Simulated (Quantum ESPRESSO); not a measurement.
Runs of Quantum ESPRESSO 7.5 on Sb. It takes space group I4/mmm (No. 139, tetragonal). The conventional cell has a = 3.153 Å, b = 3.153 Å, c = 5.424 Å, α = 90.00°, β = 90.00°, γ = 90.00°. Sb (site symmetry 4/mmm) has 12 Sb at 3.15 to 3.51 Å as nearest neighbours. This isn't the form of Sb at room conditions, which is rhombohedral.

```csv
task,level,potentials or basis,form of the LDA correlation,gap on the mesh (eV),pressure (GPa),V0 of scaled cells (Å³/atom),B0 (GPa)
equation of state,LDA,GBRV 1.5 LDA,PZ81,-,-,26.03,71
equation of state,PBEsol,GBRV 1.5 PBEsol,-,-,-,(a),(b)
band structure,PBEsol,GBRV 1.5 PBEsol,-,none,-1.4,-,-
band structure,LDA,GBRV 1.5 LDA,PZ81,none,-2.6,-,-
```

Alike in all rows: no spin polarisation; cell as given; k mesh 12 × 12 × 12; cutoff (eV) 612; smearing fermi-dirac 0.05 eV.

Problem. Estimate the missing entries.

Solution. (a) 26.49; (b) 68.

Caveats: the cell was scaled at fixed shape and fractional positions, which overstates the stiffness of a crystal with free parameters, most of all of layers and chains (some runs).

A k mesh can miss the band edges, and the runs leave out spin-orbit coupling on Sb.

A gap of «none» marks a metal or a gap under the smearing width.

Not every run made on this cell is shown here.
